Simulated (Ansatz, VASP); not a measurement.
# Two plane-wave programs on Ta

Contents of INCAR:

```
SYSTEM = Ta
PREC = Accurate ; ENCUT = 600
EDIFF = 1E-6 ; ISMEAR = 0
SIGMA = 0.1 ; LREAL = .False.
LASPH = .True. ; NELM = 60
ALGO = Normal ; ISIF = 3
LWAVE = .False. ; LCHARG = .False.
GGA = PE ; IBRION = 2
NSW = 100 ; EDIFFG = -0.01
```

File KPOINTS:

```
regular mesh
0
Gamma
  24 24 24
  0 0 0
```

POSCAR

```
Ta
1.0
   -1.6577055218      1.6577055218      1.6577055218
    1.6577055218     -1.6577055218      1.6577055218
    1.6577055218      1.6577055218     -1.6577055218
Ta
1
Direct
    0.0000000000      0.0000000000      0.0000000000
```

Input for Ansatz:

```yaml
crystal:
  lattice:
    - [-1.6577055218, 1.6577055218, 1.6577055218]
    - [1.6577055218, -1.6577055218, 1.6577055218]
    - [1.6577055218, 1.6577055218, -1.6577055218]
  atoms:
    - { symbol: Ta, position: [0.0, 0.0, 0.0] }
basis:
  ecutwfc: 420
kpoints:
  mp_grid: { grid: [24, 24, 24] }
hamiltonian:
  xc: pbe
scf:
  occupations: { method: gaussian, width: 0.1 }
output:
  forces: true
  stress: true
  eigenvalues: true
relax:
  adjacent_minimum: "off"
  f_tol: 0.01
  max_steps: 80
  cell: { stress_tol: 0.05 }
```

Alike in both runs: task relaxation of cell and atoms; functional PBE; k mesh 24 × 24 × 24; occupations gaussian, width 0.1 eV; no spin polarisation.

|  | VASP | Ansatz |
| --- | --- | --- |
| version | VASP 6.6.1 | Ansatz 0.2.0 |
| potentials or method | VASP PAW PBE potentials, release 64 (Ta_pv) | scalar-relativistic, plane waves, PAW |
| plane-wave cutoff (eV) | 600 | 420 |
| valence electrons in the cell | 11 | 13 |

Ansatz gave:

```
gap on the k mesh at the Fermi level, each at its own relaxed structure (eV) : none
relaxed volume (Å³/atom)                                                     : 18.28
relaxed cell length with the largest relative difference (Å)                 : 2.874
```

Question: Which values does VASP return?

Answer: gap on the k mesh at the Fermi level, each at its own relaxed structure (eV): none; relaxed volume (Å³/atom): 18.29; relaxed cell length with the largest relative difference (Å): 2.875.

A gap of «none» marks a metal or a gap that the smearing closes. The two sets of potentials don't hold the same shells in valence.

Spin-orbit coupling is left out, which matters for the levels of Ta.
